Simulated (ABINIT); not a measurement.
## Cu in ABINIT: convergence with cutoff

Cu:

```xyz
1
Lattice="-1.4428 1.4428 1.3761 1.4428 -1.4428 1.3761 1.4428 1.4428 -1.3761" Properties=species:S:1:pos:R:3 pbc="T T T"
Cu    0.0000    0.0000    0.0000
```

This isn't the form of Cu at room conditions, which is fcc.

```yaml
Program: ABINIT 10.8.3 (patched build)
Task: single point
Functional: PBE
Potentials_or_basis: JTH PAW PBE v2.0
Cutoff: 286 eV
k_mesh: 13 × 13 × 13
Occupations: methfessel-paxton, width 0.1 eV
Spin: no spin polarisation
```

These are the settings of the first run; the series varies cutoff, with any setting tied to it.

Hardware: 1 thread of Arm Neoverse V1 (shared host).

| cutoff | energy less the tightest run (meV/atom) | SCF cycles | CPU time (s) | peak memory (GiB) |
| --- | --- | --- | --- | --- |
| 10.5 Ha | 1081.71 | 13 | 13 | 0.09 |
| 13 Ha | 309.42 | 13 | 14 | 0.1 |
| 15.5 Ha | 257.91 | 16 | 24 | 0.11 |
| 18 Ha | 139.87 | 15 | 25 | 0.11 |
| 22 Ha | 26.66 | 16 | 33 | 0.12 |
| 26 Ha | 15.95 | 19 | 61 | 0.13 |
| 30 Ha | 10.34 | 16 | 57 | 0.14 |
| 35 Ha | 1.72 | 17 | 84 | 0.16 |
| 41.5 Ha | 0.00 | 21 | 140 | 0.18 |

Not settled before the last step: the energy (to 1 meV/atom). The tightest run that finished is the yardstick and may itself not be fully converged.
